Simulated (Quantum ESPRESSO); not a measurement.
Cu:

```
Cu
1.0
     0.00000    1.80750    1.80750
     1.80750    0.00000    1.80750
     1.80750    1.80750    0.00000
Cu
1
Direct
  0.00000 0.00000 0.00000
```

Base run:

| Property | Result |
| --- | --- |
| Program | Quantum ESPRESSO 7.5 |
| Functional | PBE |
| Potentials or basis | SSSP 1.3 efficiency PBE |
| Cutoff | 748 eV |
| Density cutoff | 5987 eV |
| k mesh | 13 × 13 × 13 |
| Occupations | fermi-dirac, width 0.05 eV |
| Spin | no spin polarisation |

Its results: band gap on the k mesh none (metal or under the smearing width); pressure 1.2 GPa.

Question: The run is repeated on the same cell with these changes: potentials or basis from SSSP 1.3 efficiency PBE to SG15 PBE 1.2; cutoff from 748 eV to 1197 eV; density cutoff from 5987 eV to 4789 eV; valence electrons from 11 to 19. What comes out?

Answer: Band gap on the k mesh none (metal or under the smearing width); pressure 1.9 GPa.
